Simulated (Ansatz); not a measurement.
Crystal: Cd, bcc type, 1 atom in the cell.

Level of theory: PBE, plane waves, PAW datasets (generated soft set 1) in Ansatz.

Cutoff 420 eV; k-mesh 42×42×42 Γ-centred; Fermi–Dirac smearing of 0.0612 eV; no spin polarisation.

```csv
V (Å³/atom),a (Å),E − E(min) (meV/atom),P (GPa)
21.988,3.5297,11.38,2.76
22.456,3.5546,4.88,1.72
22.924,3.5791,1.22,0.82
23.392,3.6033,0.00,0.04
23.860,3.6271,0.90,-0.64
24.327,3.6507,3.64,-1.22
24.795,3.6739,7.94,-1.72
```

(1) Fit a third-order Birch–Murnaghan equation of state to the energies.

Answers

(1) V₀ = 23.415 Å³/atom (a₀ = 3.604 Å), B₀ = 36.0 GPa, B₀′ = 6.34.

The published all-electron PBE values for this crystal (mean of FLEUR and WIEN2k, k-spacing 0.06 Å⁻¹; Bosoni et al., Nat. Rev. Phys. 6, 45 (2024)) are V₀ = 23.420 Å³/atom, B₀ = 36.0 GPa, B₀′ = 6.35.

The stress includes the program's correction for the finite plane-wave basis.

This cubic structure is a model: it isn't the usual form of the substance at ambient conditions, and such phases are metastable or hypothetical.
